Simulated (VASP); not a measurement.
# TiO2 (Anatase) (I4_1/amd) in VASP: a series of runs

One crystal, TiO2 (Anatase), is run at these levels: PBE; tasks: single point.

Everything below comes from runs of VASP 6.6.1. Logs are shortened: lines on timing, memory, paths and dates and some standing lists are left out, and cuts for length are marked.

## 1. Starting point

The structure is tetragonal, space group I4_1/amd (No. 141). Conventional cell: a = 3.784 Å, b = 3.784 Å, c = 9.515 Å, α = 90.00°, β = 90.00°, γ = 90.00°. Ti (site symmetry -4m2) is surrounded by 6 O at 1.93 to 1.98 Å. Around O (site symmetry 2mm) lie 3 Ti at 1.93 to 1.98 Å.

## 2. Single point, PBE

INCAR

```
SYSTEM = TiO2
ADDGRID = .FALSE.
ALGO = Normal
EDIFF = 1E-7
ENCUT = 460
GGA = PE
ISIF = 2
ISMEAR = 0
LASPH = .TRUE.
LCHARG = .FALSE.
LREAL = .FALSE.
LWAVE = .FALSE.
NELM = 100
PREC = Normal
SIGMA = 0.05
```

KPOINTS

```
k-points
0
G
  5 5 5
  0 0 0
```

POSCAR

```
TiO2
1.0
   -1.8921000000      1.8921000000      4.7573000000
    1.8921000000     -1.8921000000      4.7573000000
    1.8921000000      1.8921000000     -4.7573000000
Ti O
2 4
Direct
    0.7634100000      0.2505420000      0.5022120000
    0.0240310000     -0.0225460000     -0.0109780000
    0.8032660000      0.7916050000      0.0039110000
    0.5255800000      0.0234350000      0.4817660000
    0.9615640000      0.4693800000      0.5068500000
    0.1853180000      0.2146180000     -0.0384270000
```

Potentials or basis: VASP PAW PBE potentials, release 64 (Ti, O).

On the command line:

```sh
cat potpaw_PBE.64/Ti/POTCAR potpaw_PBE.64/O/POTCAR > POTCAR
mpirun -np 1 vasp_std > vasp.out
```

OUTCAR:

```text
SYSTEM = TiO2
   EDIFF = 1E-7
   ENCUT = 460
   GGA = PE
   ISIF = 2
   ISMEAR = 0
   LASPH = .TRUE.
   LREAL = .FALSE.
   NELM = 100
   PREC = Normal

 Found     63 irreducible k-points:

 Following reciprocal coordinates:
            Coordinates               Weight
  0.000000  0.000000  0.000000      1.000000
  0.200000 -0.000000  0.000000      2.000000
 -0.000000  0.200000  0.000000      2.000000
 -0.000000  0.200000 -0.200000      2.000000
  0.200000 -0.000000 -0.200000      2.000000
  0.400000  0.000000  0.000000      2.000000
   k-points           NKPTS =     63   k-points in BZ     NKDIM =     63   number of bands    NBANDS=     20
   number of dos      NEDOS =    301   number of ions     NIONS =      6
   total plane-waves  NPLWV =  27000
   dimension x,y,z NGX =    30 NGY =   30 NGZ =   30
   dimension x,y,z NGXF=    60 NGYF=   60 NGZF=   60
   ions per type =               2   4
   NGX,Y,Z   is equivalent  to a cutoff of   9.14,  9.14,  9.14 a.u.
   NGXF,Y,Z  is equivalent  to a cutoff of  18.27, 18.27, 18.27 a.u.
 SYSTEM =  TiO2
   PREC   = normal    normal or accurate (medium, high low for compatibility)
   ISTART =      0    job   : 0-new  1-cont  2-samecut
   ICHARG =      2    charge: 1-file 2-atom 10-const
   ISPIN  =      1    spin polarized calculation?
   LNONCOLLINEAR =      F non collinear calculations
   LSORBIT =      F    spin-orbit coupling
   LASPH  =      T    aspherical Exc in radial PAW
   ENCUT  =  460.0 eV  33.81 Ry    5.81 a.u.   9.55  9.55  9.55*2*pi/ulx,y,z
   NELM   =    100;   NELMIN=  2; NELMDL= -5     # of ELM steps
   EDIFF  = 0.1E-06   stopping-criterion for ELM
   LREAL  =      F    real-space projection
   EDIFFG = 0.1E-05   stopping-criterion for IOM
   NSW    =      0    number of steps for IOM
   IBRION =     -1    ionic relax: 0-MD 1-quasi-New 2-CG
   NFREE  =      0    steps in history (QN), initial steepest desc. (CG)
   ISIF   =      2    stress and relaxation
   ISYM   =      2    0-nonsym 1-usesym 2-fastsym
   POTIM  = 0.5000    time-step for ionic-motion
   TEBEG  =    0.0;   TEEND  =   0.0 temperature during run
   PSTRESS=    0.0 pullay stress
   NELECT =      32.0000    total number of electrons
   NUPDOWN=      -1.0000    fix difference up-down
   EMIN   =  10.00;   EMAX   =-10.00  energy-range for DOS
[... 5 lines left out ...]
     AMIX     =   0.40;   BMIX     =  1.00
     AMIX_MAG =   1.60;   BMIX_MAG =  1.00
  volume/ion in A,a.u.               =      11.35        76.62
  Fermi-wavevector in a.u.,A,eV,Ry     =   1.272590  2.404847 22.034444  1.619486
  Thomas-Fermi vector in A             =   2.405460
   LORBIT       =      0    0 simple, 1 ext, 2 COOP (PROOUT), +10 PAW based schemes
   GGA     = PE    functional components
   LHFCALC =     F    Hartree Fock is set to
   AEXX    =    0.0000 exact exchange contribution
   IVDW    =     0    specifies the selected vdW correction
   LEPSILON=     F    determine dielectric tensor
   LRPA    =     F    only Hartree local field effects (RPA)
 non-spin polarized calculation
 Gauss-broadening in eV      SIGMA  =   0.05
  energy-cutoff  :      460.00
  volume of cell :       68.13
 maximum number of plane-waves:      1547
   NGX = 19   NGY = 19   NGZ = 19

 number of electron      31.9999992 magnetization

 Free energy of the ion-electron system (eV)
  ---------------------------------------------------
  ext. energy  EPLUGINS =         0.00000000
  ---------------------------------------------------
  free energy    TOTEN  =       -52.51272897 eV

  energy without entropy =      -52.51272897  energy(sigma->0) =      -52.51272897

 E-fermi :   1.0556     XC(G=0): -10.5287

 val. band max:        0.7801215280   @ k =   0.0000   0.0000  -0.4000
 cond. band min:       2.9960362348   @ k =   0.0000   0.0000   0.0000
 fundamental gap:      2.2159147068
 Fermi energy:         1.0556080811

 k-point     1 :       0.0000    0.0000    0.0000
  band No.  band energies     occupation
      1     -16.9493      2.00000
      2     -16.0535      2.00000
      3     -15.8426      2.00000
      4     -15.5292      2.00000
      5      -3.1880      2.00000
      6      -3.0601      2.00000
      7      -2.8657      2.00000
      8      -2.6667      2.00000
      9      -1.4371      2.00000
     10      -1.3159      2.00000
     11      -1.2123      2.00000
     12      -0.2589      2.00000
     13      -0.1032      2.00000
     14      -0.0426      2.00000
     15      -0.0363      2.00000
     16       0.2276      2.00000
     17       2.9960      0.00000
     18       3.4551      0.00000
     19       4.2135      0.00000
     20       4.4020      0.00000

 k-point     2 :       0.2000   -0.0000    0.0000
  band No.  band energies     occupation
      1     -16.7740      2.00000
      2     -15.9663      2.00000
      3     -15.7567      2.00000
      4     -15.5039      2.00000
      5      -3.3666      2.00000
      6      -3.1747      2.00000
      7      -3.0325      2.00000
      8      -2.8809      2.00000
      9      -1.9341      2.00000
     10      -1.4395      2.00000
     11      -1.1353      2.00000
     12      -0.8474      2.00000
     13      -0.5458      2.00000
     14      -0.0767      2.00000
     15      -0.0237      2.00000
     16       0.1499      2.00000
     17       3.4943      0.00000
     18       3.7753      0.00000
     19       3.9160      0.00000
     20       4.2927      0.00000

 k-point     3 :      -0.0000    0.2000    0.0000
  band No.  band energies     occupation
      1     -16.7685      2.00000
      2     -15.9957      2.00000
      3     -15.7897      2.00000
      4     -15.4999      2.00000
      5      -3.6311      2.00000
      6      -3.1085      2.00000
      7      -2.8226      2.00000
      8      -2.6364      2.00000
      9      -1.7348      2.00000
     10      -1.4616      2.00000
     11      -1.0813      2.00000
     12      -0.7497      2.00000
     13      -0.5473      2.00000
     14      -0.2026      2.00000
     15      -0.0735      2.00000
     16       0.2001      2.00000
     17       3.4611      0.00000
     18       3.7046      0.00000
     19       3.8955      0.00000
     20       4.1805      0.00000

 k-point     4 :      -0.0000    0.2000   -0.2000
  band No.  band energies     occupation
      1     -16.7681      2.00000
      2     -15.9683      2.00000
      3     -15.7613      2.00000
      4     -15.5040      2.00000
      5      -3.3718      2.00000
      6      -3.2070      2.00000
      7      -3.0412      2.00000
      8      -2.8822      2.00000
      9      -1.9149      2.00000
     10      -1.4087      2.00000
     11      -1.1129      2.00000
     12      -0.8150      2.00000
     13      -0.5742      2.00000
     14      -0.1271      2.00000
     15      -0.0042      2.00000
     16       0.1672      2.00000
     17       3.5116      0.00000
     18       3.7707      0.00000
     19       3.8926      0.00000
     20       4.2936      0.00000

 k-point     5 :       0.2000   -0.0000   -0.2000
  band No.  band energies     occupation
      1     -16.7716      2.00000
      2     -15.9944      2.00000
      3     -15.7869      2.00000
      4     -15.5006      2.00000
      5      -3.6144      2.00000
      6      -3.1386      2.00000
      7      -2.8117      2.00000
      8      -2.6231      2.00000
      9      -1.6888      2.00000
     10      -1.4573      2.00000
     11      -1.0872      2.00000
     12      -0.8448      2.00000
     13      -0.5829      2.00000
     14      -0.1607      2.00000
     15      -0.0610      2.00000
     16       0.2160      2.00000
     17       3.3922      0.00000
     18       3.7476      0.00000
     19       3.9340      0.00000
     20       4.1398      0.00000

 k-point     6 :       0.4000    0.0000    0.0000
  band No.  band energies     occupation
      1     -16.5037      2.00000
      2     -15.7849      2.00000
      3     -15.6424      2.00000
      4     -15.4241      2.00000
      5      -3.9046      2.00000
      6      -3.3869      2.00000
      7      -3.0857      2.00000
      8      -2.9798      2.00000
      9      -2.7430      2.00000
     10      -1.7166      2.00000
     11      -1.6178      2.00000
     12      -1.2862      2.00000
     13      -1.0709      2.00000
     14      -0.1719      2.00000
     15      -0.0982      2.00000
     16       0.1189      2.00000
     17       3.8185      0.00000
     18       4.0706      0.00000
     19       4.2663      0.00000
     20       4.5781      0.00000

 [... further k-points ...]
[... 5 lines left out ...]
  --------------------------------------------------------------------------------------
  -------------------------------------------------------------------------------------
  Total        5.3035625      7.5770395      1.1378068      0.1865043      0.3593252      0.4079675
  in kB      124.7296119    178.1974287     26.7590332      4.3862239      8.4506394      9.5946118
  external PRESSURE =     109.8953579 kB  Pullay stress =       0.0000000 kB

 VOLUME and BASIS-vectors are now :
 -----------------------------------------------------------------------------
  energy-cutoff  :      460.00
  volume of cell :       68.13
      direct lattice vectors                 reciprocal lattice vectors
    -1.892100000  1.892100000  4.757300000     0.000000000  0.264256646  0.105101633
     1.892100000 -1.892100000  4.757300000     0.264256646  0.000000000  0.105101633
     1.892100000  1.892100000 -4.757300000     0.264256646  0.264256646  0.000000000

 POSITION                                       TOTAL-FORCE (eV/Angst)
 -----------------------------------------------------------------------------------
     -0.02016      1.92063      2.43450         0.093423     -1.692985      0.030607
      3.67530      0.06736      0.05929         1.314015     -0.984764     -0.405905
     -0.01466      0.02946      7.56867         0.151393     -0.551348     -0.024714
     -0.03856      1.86166      0.31992         0.273596      0.587913      1.248228
      0.02775      1.89027      4.39619        -1.812790     -0.239731      0.138330
      1.87483      1.76395     -2.67188        -0.019635      2.880914     -0.986547
 -----------------------------------------------------------------------------------
    total drift:                               -0.000246      0.000372     -0.001552

  FREE ENERGIE OF THE ION-ELECTRON SYSTEM (eV)
  ---------------------------------------------------
  free  energy   TOTEN  =       -52.5127289723 eV

  energy  without entropy=      -52.5127289723  energy(sigma->0) =      -52.51272897
```

Wall time 58 s (1 thread of Intel Xeon Platinum 8488C (Sapphire Rapids), shared host); peak memory 0.2 GiB.

These settings aren't checked as converged: the numbers below hold their error.

Results:

```
Free energy            : -52.5127 eV
Pressure               : 11.0 GPa
Largest force          : 3.045 eV/Å
Band gap on the k mesh : 2.22 eV, indirect (least direct gap 2.63 eV)
```

Caveat: the k mesh is coarse (spacing up to 0.47 Å⁻¹), so the values aren't converged; the cutoff is under 1.25 times the usual one of these potentials, so pressure, stress and relaxed cells hold a basis-set (Pulay) error; an odd mesh through Γ misses points on the zone boundary, where band edges often lie.

## 3. Single point, PBE

INCAR: that of step 2 with these lines changed.

```diff
@@ -10,6 +10,6 @@
 LCHARG = .FALSE.
-LREAL = .FALSE.
+LREAL = Auto
 LWAVE = .FALSE.
 NELM = 100
-PREC = Normal
+PREC = Accurate
 SIGMA = 0.05
```

KPOINTS is that of step 2.

POSCAR

```
TiO2
1.0
   -1.8921000000      1.8921000000      4.7573000000
    1.8921000000     -1.8921000000      4.7573000000
    1.8921000000      1.8921000000     -4.7573000000
Ti O
2 4
Direct
    0.7500000000      0.2500000000      0.5000000000
    0.0000000000      0.0000000000      0.0000000000
    0.7919000000      0.7919000000      0.0000000000
    0.5419000000      0.0419000000      0.5000000000
    0.9581000000      0.4581000000      0.5000000000
    0.2081000000      0.2081000000      0.0000000000
```

Potentials or basis: VASP PAW PBE potentials, release 64 (Ti, O).

On the command line:

```sh
cat potpaw_PBE.64/Ti/POTCAR potpaw_PBE.64/O/POTCAR > POTCAR
mpirun -np 1 vasp_std > vasp.out
```

Run time: 68 s. Hardware: 1 thread of Intel Xeon Platinum 8488C (Sapphire Rapids), shared host; peak memory 0.24 GiB.

The run converged, but some of its settings lie outside the range that counts as converged, so its numbers aren't taken as properties of the crystal.

Results:

| Item | Value |
| --- | --- |
| Free energy | -52.9279 eV |
| Pressure | 7.6 GPa |
| Largest force | 0.164 eV/Å |
| Band gap on the k mesh | 1.95 eV, indirect (least direct gap 2.27 eV) |

Caveat: the k mesh is coarse (spacing up to 0.47 Å⁻¹), so the values aren't converged; the cutoff is under 1.25 times the usual one of these potentials, so pressure, stress and relaxed cells hold a basis-set (Pulay) error; an odd mesh through Γ misses points on the zone boundary, where band edges often lie.
